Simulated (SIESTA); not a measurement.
# Li2Se under changes of volume

One of the cells (18.045 Å³/atom); the others are scaled copies at fixed shape and fractional positions:

```
CELL_PARAMETERS angstrom
0.00000 3.00250 3.00250
3.00250 0.00000 3.00250
3.00250 3.00250 0.00000
ATOMIC_POSITIONS crystal
Se 0.00000 0.00000 0.00000
Li 0.75000 0.75000 0.75000
Li 0.25000 0.25000 0.25000
```

```yaml
Program: SIESTA 5.4.2
Functional: PBEsol
Potentials_or_basis: PseudoDojo 0.4 standard (PBEsol files)
Basis: DZP (energy shift 0.003 Ry; two zetas on semicore shells)
Grid_cutoff: 800 Ry
Energy_shift: 0.003 Ry
k_mesh: 8 × 8 × 8
Occupations: fermi-dirac, width 0.05 eV
Spin: no spin polarisation
```

```tsv
volume (Å³/atom)	energy over the lowest point (meV/atom)	pressure (GPa)	gap on the mesh (eV)
16.962	4.41	1.8	2.96
17.323	1.31	1.0	2.97
17.684	0.00	0.2	2.98
18.045	?	?	?
18.406	2.09	-1.0	3.00
18.767	5.03	-1.6	3.01
19.128	9.56	-2.1	3.01
```

Task: What does the run at 18.045 Å³/atom give?

Result: Energy over the lowest point 0.35 meV/atom; pressure -0.5 GPa; gap on the mesh 2.99 eV.

Worked out: A Birch-Murnaghan fit of order 3 (a polynomial in V^(-2/3)) to the other rows has its minimum at 17.80 Å³/atom with B0 = V·E''(V) = 34 GPa (rough, since the energies scatter). It gives 0.26 meV/atom at 18.045 Å³/atom, against the run's 0.35, and -dE/dV = -0.5 GPa, against -0.5. A straight line through the other rows of the gap, of slope 0.447 eV per unit of ln V, gives 2.99 eV, against the run's 2.99.

Energies are extrapolated to zero smearing.

Caveats: the basis of atomic orbitals isn't converged, which shifts pressures, moduli and gaps.

A mesh can miss the band edges. Spin-orbit coupling on Se is left out.
